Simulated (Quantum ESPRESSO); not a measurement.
**KI: dielectric tensor and Born charges under several settings**

```
CELL_PARAMETERS angstrom
0.00000 3.53277 3.53277
3.53277 0.00000 3.53277
3.53277 3.53277 0.00000
ATOMIC_POSITIONS crystal
I 0.50000 0.50000 0.50000
K 0.00000 0.00000 0.00000
```

All runs used Quantum ESPRESSO 7.5; k mesh 6 × 6 × 6, shifted; given cell; cutoff 1007 eV; occupations smeared at first, fixed for the response.

| level | potentials | spin | ε∞ (diagonal) |
| --- | --- | --- | --- |
| PBE | PseudoDojo 0.4.1 SR PBE standard | no spin polarisation | ? |
| PBE | PseudoDojo 0.4 FR PBE standard | spin-orbit coupling, no magnetisation | 2.90 |

Task: What stands in the row left open?

Result: ε∞ 2.88.
